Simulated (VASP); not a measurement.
Crystal: Ge.

```
CELL_PARAMETERS angstrom
3.99759 0.00000 0.00000
-1.99879 3.46201 0.00000
0.00000 0.00000 6.59938
ATOMIC_POSITIONS crystal
Ge 0.33333 0.66667 0.93710
Ge 0.66667 0.33333 0.43710
Ge 0.33333 0.66667 0.56290
Ge 0.66667 0.33333 0.06290
```

This isn't the form of Ge at room conditions, which is diamond.

Base run:

```yaml
Program: VASP 6.6.1
Functional: TB-mBJ
Potentials_or_basis: VASP PAW PBE potentials, release 64 (Ge_d)
Cutoff: 520 eV
k_mesh: 8 × 8 × 4
Occupations: gaussian, width 0.02 eV
Spin: no spin polarisation
```

Its results: band gap on the k mesh 0.34 eV, direct.

Q: The run is repeated on the same cell with these changes: functional from TB-mBJ to LDA; potentials or basis from VASP PAW PBE potentials, release 64 (Ge_d) to VASP PAW LDA potentials, release 64 (Ge_d). What comes out?

A: Band gap on the k mesh 0.17 eV, indirect (least direct gap 0.25 eV).
